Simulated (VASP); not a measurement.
# Se (P4/mmm) in VASP: a series of runs, part 2 of 2

VASP 6.6.1. Earlier steps stand in the parts before.

**5. Single point, PBE0(alpha)**

File POSCAR:

```
Se
1.0
    2.6349700000      0.0000000000      0.0000000000
    0.0000000000      2.6349700000      0.0000000000
    0.0000000000      0.0000000000      4.3548700000
Se
1
Direct
    0.5000000000      0.5000000000      0.0000000000
```

File INCAR.step1:

```
ALGO = Normal
EDIFF = 1E-5
ENCUT = 520
GGA = PE
ISIF = 2
ISMEAR = -1
LASPH = True
LCHARG = False
LREAL = False
LWAVE = True
NBANDS = 9
NELM = 60
PREC = Accurate
SIGMA = 0.05
```

File INCAR.step2:

```
AEXX = 0.4
ALGO = Normal
EDIFF = 1E-6
ENCUT = 520
GGA = PE
HFRCUT = -1
ISIF = 2
ISMEAR = -1
ISTART = 1
LASPH = True
LCHARG = False
LHFCALC = True
LREAL = False
LWAVE = False
NBANDS = 9
NELM = 60
PREC = Accurate
PRECFOCK = Fast
SIGMA = 0.05
```

File KPOINTS:

```
k-points
0
Gamma
  5 5 3
```

Potentials or basis: VASP PAW PBE potentials, release 64 (Se).

The run is started by

```
cat potpaw_PBE.64/Se/POTCAR > POTCAR
cp INCAR.step1 INCAR
mpirun -np 1 vasp_std > vasp.out
cp INCAR.step2 INCAR
mpirun -np 1 vasp_std > vasp.out
```

OUTCAR:

```text
AEXX = 0.4
   EDIFF = 1E-6
   ENCUT = 520
   GGA = PE
   ISIF = 2
   ISMEAR = -1
   ISTART = 1
   LASPH = True
   LHFCALC = True
   LREAL = False
   NELM = 60
   PREC = Accurate
   PRECFOCK = Fast

 ion  position               nearest neighbor table
   1  0.500  0.500  0.000-

  LATTYP: Found a simple tetragonal cell.
 ALAT       =     2.6349700000
 C/A-ratio  =     1.6527209038

  Lattice vectors:

 A1 = (   2.6349700000,   0.0000000000,   0.0000000000)
 A2 = (   0.0000000000,   2.6349700000,   0.0000000000)
 A3 = (   0.0000000000,   0.0000000000,   4.3548700000)

Analysis of symmetry for initial positions (statically):
=====================================================================
 Subroutine PRICEL returns:
 Original cell was already a primitive cell.

 Routine SETGRP: Setting up the symmetry group for a
 simple tetragonal supercell.

 Subroutine GETGRP returns: Found 16 space group operations
 (whereof 16 operations were pure point group operations)
 out of a pool of 16 trial point group operations.

The static configuration has the point symmetry D_4h.

Analysis of symmetry for dynamics (positions and initial velocities):
=====================================================================
 Subroutine PRICEL returns:
 Original cell was already a primitive cell.

 Routine SETGRP: Setting up the symmetry group for a
 simple tetragonal supercell.

 Subroutine GETGRP returns: Found 16 space group operations
 (whereof 16 operations were pure point group operations)
 out of a pool of 16 trial point group operations.

The dynamic configuration has the point symmetry D_4h.

 Subroutine INISYM returns: Found 16 space group operations
 (whereof 16 operations are pure point group operations),
 and found     1 'primitive' translations

----------------------------------------------------------------------------------------

[... 106 lines left out ...]
   NKREDX  =     1    reduce k-point grid by
   NKREDY  =     1    reduce k-point grid by
   NKREDZ  =     1    reduce k-point grid by
   AEXX    =    0.4000 exact exchange contribution
   HFSCREEN=    0.0000 screening length (either q_TF or 0.3 A-1)
   HFSCREENC=   0.0000 screening length for correlation (either q_TF or 0.3 A-1)
   ENCUTFOCK=  -1.0 apply spherical cutoff to Coloumb kernel
   IVDW    =     0    specifies the selected vdW correction
   LEPSILON=     F    determine dielectric tensor
   LRPA    =     F    only Hartree local field effects (RPA)
 non-spin polarized calculation
  energy-cutoff  :      520.00
  volume of cell :       30.24
 maximum number of plane-waves:       827
 NGX is ok and might be reduce to    20
  NGX = 12; NGY = 12; NGZ = 20

 number of electron       6.0000000 magnetization

 Free energy of the ion-electron system (eV)
  ---------------------------------------------------
  ext. energy  EPLUGINS =         0.00000000
  ---------------------------------------------------
  free energy    TOTEN  =        -5.05095133 eV

  energy without entropy =       -5.04794866  energy(sigma->0) =       -5.04945000

 E-fermi :   1.7333     XC(G=0):  -5.4772

 val. band max:        1.6783703549   @ k =   0.2000   0.2000   0.0000
 cond. band min:       2.2691581206   @ k =   0.4000   0.4000   0.3333
 fundamental gap:      0.5907877657
 Fermi energy:         1.7332873553

 k-point     1 :       0.0000    0.0000    0.0000
  band No.  band energies     occupation
      1     -17.7616      2.00000
      2      -3.9311      2.00000
      3       6.3386      0.00000
      4       6.7826      0.00000
      5       6.7826      0.00000
      6      12.7122      0.00000
      7      15.0943      0.00000
      8      21.6026      0.00000
      9      23.3506      0.00000
[... 121 lines left out ...]
 k-point    12 :       0.4000    0.4000    0.3333
  band No.  band energies     occupation
      1     -11.4634      2.00000
      2      -3.8590      2.00000
      3      -3.3074      2.00000
      4       2.2692      0.00004
      5       8.7678      0.00000
      6      11.4552      0.00000
      7      12.5413      0.00000
      8      17.1255      0.00000
      9      17.6542      0.00000

------------------------ aborting loop because EDIFF is reached ----------------------------------------

  FORCE on cell =-STRESS in cart. coord.  units (eV):
  Direction    XX          YY          ZZ          XY          YZ          ZX
  --------------------------------------------------------------------------------------
  -------------------------------------------------------------------------------------
  Total       -1.5342888     -1.5342888      0.0601555      0.0000000      0.0000000     -0.0000000
  in kB      -81.3001115    -81.3001115      3.1875655      0.0000000      0.0000000     -0.0000000
  external PRESSURE =     -53.1375525 kB  Pullay stress =       0.0000000 kB

 VOLUME and BASIS-vectors are now :
 -----------------------------------------------------------------------------
  energy-cutoff  :      520.00
  volume of cell :       30.24
      direct lattice vectors                 reciprocal lattice vectors
     2.634970000  0.000000000  0.000000000     0.379510962  0.000000000  0.000000000
     0.000000000  2.634970000  0.000000000     0.000000000  0.379510962  0.000000000
     0.000000000  0.000000000  4.354870000     0.000000000  0.000000000  0.229627980

 POSITION                                       TOTAL-FORCE (eV/Angst)
 -----------------------------------------------------------------------------------
      1.31749      1.31749      0.00000         0.000000      0.000000      0.000000
 -----------------------------------------------------------------------------------
    total drift:                               -0.000000      0.000000      0.000000

  FREE ENERGIE OF THE ION-ELECTRON SYSTEM (eV)
  ---------------------------------------------------
  free  energy   TOTEN  =        -5.0509513346 eV

  energy  without entropy=       -5.0479486564  energy(sigma->0) =       -5.04945000
```

OSZICAR.step1:

```text
N       E                     dE             d eps       ncg     rms          rms(c)
DAV:   1     0.216050986854E+02    0.21605E+02   -0.27052E+03   216   0.553E+02
DAV:   2    -0.240832185991E+01   -0.24013E+02   -0.23276E+02   283   0.829E+01
DAV:   3    -0.305377624573E+01   -0.64545E+00   -0.64233E+00   249   0.176E+01
DAV:   4    -0.305610057569E+01   -0.23243E-02   -0.23241E-02   298   0.115E+00
DAV:   5    -0.305610783918E+01   -0.72635E-05   -0.72638E-05   282   0.569E-02    0.295E+00
DAV:   6    -0.305013021213E+01    0.59776E-02   -0.73401E-03   240   0.443E-01    0.181E+00
DAV:   7    -0.304948285316E+01    0.64736E-03   -0.10864E-02   252   0.577E-01    0.647E-02
DAV:   8    -0.304949633165E+01   -0.13478E-04   -0.24847E-04   246   0.105E-01    0.312E-02
DAV:   9    -0.304951516934E+01   -0.18838E-04   -0.90865E-05   239   0.521E-02    0.698E-03
DAV:  10    -0.304951645427E+01   -0.12849E-05   -0.23930E-06   210   0.920E-03
   1 F= -.30495165E+01 E0= -.30451348E+01  d E =-.876337E-02
```

It took 18 s on 1 thread of Intel Xeon 6975P-C (Granite Rapids), shared host; peak memory 0.13 GiB.

What came out:

- Free energy: -5.0510 eV
- Pressure: -5.3 GPa
- Band gap on the k mesh: none (metal or under the smearing width)

Caveat: the k mesh is coarse (spacing up to 0.48 Å⁻¹), so the values aren't converged, least of all with exact exchange; the PAW data sets were made with another functional, which shifts forces and pressure a little.

**6. Single point, PBE0(alpha)**

POSCAR is that of step 5.

INCAR.step1 is that of step 5.

Edit INCAR.step2 of step 5 so:

```diff
@@ -1,2 +1,2 @@
-AEXX = 0.4
+AEXX = 0.5
 ALGO = Normal
```

KPOINTS is that of step 5.

Potentials or basis: VASP PAW PBE potentials, release 64 (Se).

The run is started by

```
cat potpaw_PBE.64/Se/POTCAR > POTCAR
cp INCAR.step1 INCAR
mpirun -np 1 vasp_std > vasp.out
cp INCAR.step2 INCAR
mpirun -np 1 vasp_std > vasp.out
```

Wall time 19 s (1 thread of Intel Xeon 6975P-C (Granite Rapids), shared host); peak memory 0.13 GiB.

It converged, with:

| Item | Value |
| --- | --- |
| Free energy | -5.5664 eV |
| Pressure | -6.5 GPa |
| Band gap on the k mesh | none (metal or under the smearing width) |

Stress tensor (GPa, compression positive):
```
-9.89  0.00  0.00
 0.00 -9.89  0.00
 0.00  0.00  0.20
```

Levels at points of the mesh, in eV from the Fermi level:
| k point | band 1 | band 2 | band 3 | band 4 | band 5 | band 6 |
| --- | --- | --- | --- | --- | --- | --- |
| (0.00, 0.00, 0.00) | -20.43 | -6.21 | 4.87 | 5.39 | 5.39 | 11.33 |

Caveat: the k mesh is coarse (spacing up to 0.48 Å⁻¹), so the values aren't converged, least of all with exact exchange; the PAW data sets were made with another functional, which shifts forces and pressure a little.

**7. Overview**

```tsv
share of exact exchange	gap on the mesh (eV)	pressure (GPa)
0.2	none	-2.9
0.25	none	-3.5
0.3	none	-4.1
0.4	none	-5.3
0.5	none	-6.5
```

Alike in all rows: task single point; level PBE0(alpha); potentials or basis VASP PAW PBE potentials, release 64 (Se); no spin polarisation; cell as given; k mesh 5 × 5 × 3; cutoff (eV) 520; smearing fermi-dirac 0.05 eV; the mesh is coarse, so values aren't converged.

Caveats: all runs use coarse meshes; the PAW data sets were made with another functional, which shifts forces and pressure a little.

Total energies depend on the potentials used, so only differences within one code and one set of settings carry meaning.
